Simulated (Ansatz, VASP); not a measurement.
# TiS2: VASP beside Ansatz

Contents of INCAR:

```
SYSTEM = TiS2
PREC = Accurate
ENCUT = 520
EDIFF = 1E-6
ISMEAR = -1
SIGMA = 0.02
LREAL = .FALSE.
LASPH = .TRUE.
NELM = 100
ALGO = Normal
ISIF = 2
LWAVE = .FALSE.
LCHARG = .FALSE.
GGA = PE
NBANDS = 19
```

KPOINTS

```
Automatic mesh
0
G
  12 12 4
  0 0 0
```

The input POSCAR:

```
TiS2
1.0
    3.4106015401      0.0000000000      0.0000000000
   -1.7053007700      2.9536675759      0.0000000000
    0.0000000000      0.0000000000      5.7387202278
Ti S
1 2
Direct
    0.0000000000      0.0000000000      0.0000000000
    0.3333333333      0.6666666667      0.2449123195
    0.6666666667      0.3333333333      0.7550876805
```

Input for Ansatz:

```yaml
crystal:
  lattice:
    - [3.4106015401, 0.0, 0.0]
    - [-1.70530077, 2.9536675759, 0.0]
    - [0.0, 0.0, 5.7387202278]
  atoms:
    - { symbol: Ti, position: [0.0, 0.0, 0.0] }
    - { symbol: S, position: [0.3333333333, 0.6666666667, 0.2449123195] }
    - { symbol: S, position: [0.6666666667, 0.3333333333, 0.7550876805] }
kpoints:
  mp_grid: { grid: [12, 12, 4] }
  band_path:
    path:
      - [0.0, 0.0, 0.0]
      - [0.5, 0.0, 0.0]
      - [0.3333333333, 0.3333333333, 0.0]
      - [0.0, 0.0, 0.5]
      - [0.5, 0.0, 0.5]
      - [0.3333333333, 0.3333333333, 0.5]
    npoints: 1
hamiltonian:
  xc: pbe
scf:
  occupations: { method: fermi_dirac, width: 0.02 }
  n_extra_bands: 4
output:
  forces: true
  stress: true
  eigenvalues: true
```

The cell was built by a generator and needn't be a form met in nature.

Alike in both runs: task single point; functional PBE; k mesh 12 × 12 × 4; occupations fermi-dirac, width 0.02 eV; no spin polarisation.

```csv
,VASP,Ansatz
version,VASP 6.6.1,Ansatz 0.2.0
potentials or method,"VASP PAW PBE potentials, release 64 (Ti_sv, S)","plane waves, PAW"
plane-wave cutoff (eV),520,420
valence electrons in the cell,24,24
```

Ansatz gave:

```
pressure (GPa)                                  : 1.6
largest component of the traceless stress (GPa) : 1.01
rms of the force components (eV/Å)              : 0.050
```

Task: Which values does VASP return?

Result: Pressure (GPa): 1.6; largest component of the traceless stress (GPa): 1.09; rms of the force components (eV/Å): 0.052.

Atom by atom the forces differ by 0.002 eV/Å (rms over components).

Caveats: this functional lacks dispersion, which binds the layers, so the pressure and a relaxed spacing across them are unreliable.
